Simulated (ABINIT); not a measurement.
La2O3, 5 atoms in the cell. Symmetry: P-3m1, No. 164, trigonal system. Conventional cell: a = 3.931 Å, b = 3.931 Å, c = 6.112 Å, α = 90.00°, β = 90.00°, γ = 120.00°. La (site symmetry 3m) is surrounded by 4 O at 2.36 to 2.44 Å. O (site symmetry -3m) has 6 La at 2.72 Å as nearest neighbours. Around O (site symmetry 3m) lie 4 La at 2.36 to 2.44 Å. The cell is a database's computed one.

```yaml
Program: ABINIT 10.8.3 (patched build)
Task: single point
Functional: PBE
Potentials_or_basis: PseudoDojo NC SR PBE v0.4.1 standard
Cutoff: 1687 eV
k_mesh: 6 × 6 × 4
Occupations: fermi-dirac, width 0.05 eV
Spin: no spin polarisation
```

Potentials or basis: PseudoDojo NC SR PBE v0.4.1 standard.

Command:

```console
$ mpirun --bind-to none -np 4 abinit run.abi > log 2>&1
```

Hardware: 4 MPI ranks on Arm Neoverse V2 (shared host).

Problem. How long does it take, and how much memory?

Solution. Wall time 3.5 min on 4 MPI ranks on Arm Neoverse V2, on a shared host, peak memory 0.64 GiB a rank. Counts: scf iterations 30, mpi ranks 4, k points 24, bands 27, plane waves 12906.
